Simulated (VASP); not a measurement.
Wanted: the native input for a VASP 6.6.1 run.

| Quantity | Value |
| --- | --- |
| Task | electrostatic potential |
| Functional | PBE |
| Potentials or basis | VASP PAW PBE potentials, release 64 (Si, C) |
| Cutoff | 520 eV |
| k mesh | 12 × 12 × 4 |
| Occupations | gaussian, width 0.02 eV |
| Spin | no spin polarisation |
| Further INCAR settings | ALGO = Normal; EDIFF = 1e-06 |

The structure of SiC lies in POSCAR:

```
SiC
1.0
    3.0810000000      0.0000000000      0.0000000000
   -1.5405000000      2.6682242691      0.0000000000
    0.0000000000      0.0000000000     10.0850000000
Si C
4 4
Direct
    0.6666666700      0.3333333300      0.9378419800
    0.3333333300      0.6666666700      0.4378419800
    0.0000000000      0.0000000000      0.6878943800
    0.0000000000      0.0000000000      0.1878943800
    0.6666666700      0.3333333300      0.7498025900
    0.3333333300      0.6666666700      0.2498025900
    0.0000000000      0.0000000000      0.5004600500
    0.0000000000      0.0000000000      0.0004600500
```

The cell is a database's computed one.

One way to write it, as run:

INCAR

```
PREC = Accurate ; ENCUT = 520
EDIFF = 1E-6 ; ISMEAR = 0
SIGMA = 0.02 ; LREAL = F
LASPH = T ; NELM = 100
ALGO = Normal ; ISIF = 2
LWAVE = F ; LCHARG = T
GGA = PE ; LVHAR = T
```

KPOINTS

```
regular mesh
0
Gamma
  12 12 4
```

Potentials or basis: VASP PAW PBE potentials, release 64 (Si, C).

Run with:

```sh
$ cat potpaw_PBE.64/Si/POTCAR potpaw_PBE.64/C/POTCAR > POTCAR
$ mpirun -np 1 vasp_std > vasp.out
```

It gave:

```yaml
Pressure: 2.8 GPa
Largest_force: 0.005 eV/Å
Band_gap_on_the_k_mesh: 2.23 eV, indirect (least direct gap 3.35 eV)
```

It took 55 s on 1 thread of Intel(R) Xeon(R) Platinum 8488C (Sapphire Rapids) (shared host), peak memory 0.24 GiB.
